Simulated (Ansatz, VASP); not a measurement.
Si2Mo in VASP and in Ansatz

File INCAR:

```
PREC = Accurate ; ENCUT = 520
EDIFF = 1E-7 ; ISMEAR = -1
SIGMA = 0.04 ; LREAL = F
LASPH = T ; NELM = 100
ALGO = Normal ; ISIF = 2
LWAVE = F ; LCHARG = F
GGA = PE ; NBANDS = 18
```

KPOINTS

```
Automatic mesh
0
Gamma
  7 7 7
```

File POSCAR:

```
Si2Mo
1.0
   -1.6000000000      1.6000000000      3.9305000000
    1.6000000000     -1.6000000000      3.9305000000
    1.6000000000      1.6000000000     -3.9305000000
Mo Si
1 2
Direct
    0.0000000000      0.0000000000      0.0000000000
    0.6670000000      0.6670000000      0.0000000000
    0.3330000000      0.3330000000      0.0000000000
```

Contents of input.yaml:

```yaml
crystal:
  lattice:
    - [-1.6, 1.6, 3.9305]
    - [1.6, -1.6, 3.9305]
    - [1.6, 1.6, -3.9305]
  atoms:
    - { symbol: Mo, position: [0.0, 0.0, 0.0] }
    - { symbol: Si, position: [0.667, 0.667, 0.0] }
    - { symbol: Si, position: [0.333, 0.333, 0.0] }
kpoints:
  mp_grid: { grid: [7, 7, 7] }
scf:
  occupations: { method: fermi_dirac, width: 0.04 }
hamiltonian:
  xc: pbe
  pseudopotentials: { kind: all_electron, lapw: { basis_error: 0.002 } }
output:
  forces: true
  stress: true
  eigenvalues: true
```

Alike in both runs: task single point; functional PBE; k mesh 7 × 7 × 7; occupations fermi-dirac, width 0.04 eV; no spin polarisation.

|  | VASP | Ansatz |
| --- | --- | --- |
| version | VASP 6.6.1 | Ansatz 0.2.0 |
| potentials or method | VASP PAW PBE potentials, release 64 (Mo_sv, Si) | all-electron LAPW, scalar-relativistic |
| plane-wave cutoff (eV) | 520 | see its input |

|  | VASP | Ansatz | Ansatz less VASP |
| --- | --- | --- | --- |
| gap on the k mesh at the Fermi level (eV) | none | none | - |
| pressure (GPa) | 2.4 | 2.3 | -0.12 |
| largest component of the traceless stress (GPa) | 0.87 | 0.86 | -0.013 |
| rms of the force components (eV/Å) | 0.140 | 0.142 | +0.0021 |

Atom by atom the forces differ by 0.002 eV/Å (rms over components). A gap of «none» marks a metal or a gap that the smearing closes. Ansatz ran all-electron here, so the differences hold the error of VASP's frozen core and of both bases.

Caveats: the k mesh is coarse (spacing up to 0.40 Å⁻¹), so the values aren't converged.
